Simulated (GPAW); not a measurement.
CdO (Monteponite):

```
Cd O
1.0
     0.00000    2.34950    2.34950
     2.34950    0.00000    2.34950
     2.34950    2.34950    0.00000
Cd O
1 1
Cartesian
  0.0000 0.0000 0.0000
  2.3495 2.3495 2.3495
```

```yaml
Program: GPAW 26.7.0
Task: single point
Functional: PBE
Potentials_or_basis: GPAW PAW data sets (gpaw-data 1.2.1)
Cutoff: 800 eV
Basis: pw
k_mesh: 10 × 10 × 10
Occupations: fermi-dirac, width 0.05 eV
Spin: no spin polarisation
```

On this cell: pressure 5.5 GPa; largest force zero by symmetry; band gap on the k mesh none (metal or under the smearing width).

The same run follows on a disturbed copy (atoms moved at random, drawn with an rms of 0.05 Å):

```
CELL_PARAMETERS angstrom
0.00000 2.34950 2.34950
2.34950 0.00000 2.34950
2.34950 2.34950 0.00000
ATOMIC_POSITIONS crystal
Cd 0.00446 0.99046 0.99858
O 0.49245 0.49773 0.50237
```

What changes?

The energy (extrapolated to zero smearing) moves by +1.0 meV/atom; pressure 5.6 GPa; largest force 0.120 eV/Å; band gap on the k mesh none (metal or under the smearing width).

Forces in eV/Å, atoms in the order of the input:
```
Cd   0.091 -0.068 -0.039
O   -0.091  0.068  0.039
```

Stress tensor (GPa, compression positive):
```
 5.68  0.03  0.01
 0.03  5.62 -0.01
 0.01 -0.01  5.56
```

Caveats: this crystal is a semiconductor, whose small gap the functional closes, so the metal is an error of the method (some runs).
